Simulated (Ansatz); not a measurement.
**AlCu3: enthalpy against pressure**

AlCu3, P6_3/mmc, a = 5.141 Å, c = 4.179 Å. The structure is a Materials Project entry; whether it is the stable form wasn't checked. Ansatz: PBEsol, PAW, 420 eV, Γ-centred 12×12×8 mesh on 8 atoms, Gaussian smearing 0.10 eV; no spin polarisation. Cell and atoms are relaxed at each pressure, and no other structure is tried, so the rows at high pressure may lie past a change of phase. y is the enthalpy over the state at zero pressure; there V0 = 11.955 Å³/atom. The pressures are the targets, met within 0.06 GPa.

| P (GPa) | y (eV/atom) |
| --- | --- |
| -1.0 | -0.0749 |
| 0.0 | 0.0000 |
| 1.0 | 0.0744 |
| 4.0 | ? |
| 12.0 | 0.8646 |
| 25.0 | 1.7459 |

Problem. Fit y = c1 P + c2 P² + c3 P³ to the other rows, say what c1 and c2 mean, and predict the missing value.

Solution. Least squares on the rows shown. y = 0.074650 P − 0.00023886 P² + 1.8529×10⁻⁶ P³. Since dH/dP = V, c1 is V0: 0.074650 eV/GPa × 160.2 = 11.959 Å³ against 11.955; c2 = −V0/(2B0) gives B0 = 156 GPa, where a Birch–Murnaghan fit to the volumes of the same runs (not shown) gives 152 GPa. At P = 4.0 the fit asked for gives 0.2949 eV/atom. The run gave 0.2947 eV/atom, so the fit is 0.0002 eV/atom too high, a small miss on the scale of the series.